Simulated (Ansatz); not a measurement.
# SrTiO3 (Tausonite): the cost of one run

Program: Ansatz 0.2.0. Level of theory: DFT PBE+D3(BJ), scalar-relativistic, plane waves, PAW. These are calculated values, not measurements.

## Step 1: The structure to begin with

The structure is cubic, space group Pm-3m (No. 221). The conventional cell has a = 3.910 Å, b = 3.910 Å, c = 3.910 Å, α = 90.00°, β = 90.00°, γ = 90.00°. Sr (site symmetry m-3m) is surrounded by 12 O at 2.76 Å. Ti (site symmetry m-3m) has 6 O at 1.95 Å as nearest neighbours. O (site symmetry 4/mmm) is surrounded by 2 Ti at 1.95 Å and 4 Sr at 2.76 Å.

Structure file:

```xyz
5
Lattice="3.9098 0.0000 0.0000 0.0000 3.9098 0.0000 0.0000 0.0000 3.9098" Properties=species:S:1:pos:R:3 pbc="T T T"
Sr    1.9549    1.9549    1.9549
Ti    0.0000    0.0000    0.0000
O     1.9549    0.0000    0.0000
O     0.0000    1.9549    0.0000
O     0.0000    0.0000    1.9549
```

It is the result of an earlier relaxation at this level (volume 11.95 Å³/atom; gap on the mesh: 1.88 eV).

## Step 2: The slab

Miller indices refer to the conventional cell of the relaxed bulk, Pm-3m (No. 221): a = 3.910 Å, b = 3.910 Å, c = 3.910 Å, α = 90.00°, β = 90.00°, γ = 90.00°.

A (100) slab, 5.9 Å thick as cut, with 17 Å of vacuum; its outer planes are TiO2 (top) and SrO (bottom).

The slab as cut. Its planes from the bottom up:

```
plane  atoms per cell  height over the lowest (Å)
    1           Sr2O2                        0.00
    2           Ti2O4                        1.95
    3           Sr2O2                        3.91
    4           Ti2O4                        5.86
```

## Step 3: The clean surface, relaxed

input.yaml reads:

```yaml
crystal:
  lattice:
    - [5.529309238, 0.0, 0.0]
    - [0.0, 5.529309238, 0.0]
    - [0.0, 0.0, 22.8647180862]
  atoms:
    - { symbol: Sr, position: [0.0, 0.5, 0.3717517954] }
    - { symbol: Sr, position: [0.5, 0.0, 0.3717517954] }
    - { symbol: O, position: [0.5, 0.5, 0.3717517954] }
    - { symbol: O, position: [0.0, 0.0, 0.3717517954] }
    - { symbol: Ti, position: [0.5, 0.5, 0.4572505985] }
    - { symbol: Ti, position: [0.0, 0.0, 0.4572505985] }
    - { symbol: O, position: [0.25, 0.75, 0.4572505985] }
    - { symbol: O, position: [0.75, 0.25, 0.4572505985] }
    - { symbol: O, position: [0.25, 0.25, 0.4572505985] }
    - { symbol: O, position: [0.75, 0.75, 0.4572505985] }
    - { symbol: Sr, position: [0.0, 0.5, 0.5427494015] }
    - { symbol: Sr, position: [0.5, 0.0, 0.5427494015] }
    - { symbol: O, position: [0.5, 0.5, 0.5427494015] }
    - { symbol: O, position: [0.0, 0.0, 0.5427494015] }
    - { symbol: Ti, position: [0.5, 0.5, 0.6282482046] }
    - { symbol: Ti, position: [0.0, 0.0, 0.6282482046] }
    - { symbol: O, position: [0.25, 0.75, 0.6282482046] }
    - { symbol: O, position: [0.75, 0.25, 0.6282482046] }
    - { symbol: O, position: [0.25, 0.25, 0.6282482046] }
    - { symbol: O, position: [0.75, 0.75, 0.6282482046] }
basis:
  ecutwfc: 420
kpoints:
  mp_grid: { grid: [5, 5, 1] }
hamiltonian:
  xc: pbe
  dispersion: d3bj
scf:
  occupations: { method: gaussian, width: 0.05 }
output:
  forces: true
  eigenvalues: true
  write_density: true
  write_potential: true
  elf: true
  volumetric_format: npy
relax:
  adjacent_minimum: "off"
  f_tol: 0.03
  max_steps: 70
  constraints: [{ sites: [0, 1, 2, 3, 4, 5, 6, 7, 8, 9] }]
efield:
  axis: 3
  dipole_correction: true
```

Started as:

```sh
ansatz run input.yaml --threads 4 --pin off --max-ram 10240MiB --backend cpu --events-out ev --progress --plain --runs-dir out
```

What time and memory should one allow on 4 threads of Intel Xeon Platinum 8375C at 2.90GHz (Ice Lake), shared host?

About 64 s, with a peak of 1.8 GiB.
